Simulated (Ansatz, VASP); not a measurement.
# CdTe: VASP beside Ansatz

```
Cd Te
1.0
     0.00000    3.27860    3.27860
     3.27860    0.00000    3.27860
     3.27860    3.27860    0.00000
Cd Te
1 1
Direct
  0.00000 0.00000 0.00000
  0.25000 0.25000 0.25000
```

Alike in both runs: functional r2SCAN; k mesh 8 × 8 × 8; occupations fermi-dirac, width 0.02 eV; no spin polarisation.

Ansatz relaxed the structure, and its values are those at the end. VASP's run is a single point on that final structure, the one shown.

|  | VASP | Ansatz |
| --- | --- | --- |
| version | VASP 6.6.1 | Ansatz 0.2.0 |
| potentials or method | VASP PAW PBE potentials, release 64 (Cd, Te) | PAW plane waves |
| plane-wave cutoff (eV) | 520 | 500 |
| valence electrons in the cell | 18 | 36 |

```csv
,VASP,Ansatz,Ansatz less VASP
gap on the k mesh at the Fermi level (eV),1.16,1.16,+0.003
pressure (GPa),0.1,0.0,-0.10
```

The two sets of potentials don't hold the same shells in valence.

Caveats: the PAW data sets were made with another functional, which shifts forces and pressure a little (VASP); spin-orbit coupling is left out, which moves the levels of the heavy elements. r2SCAN opens gaps a little over a GGA but as a rule still falls short of measured ones.
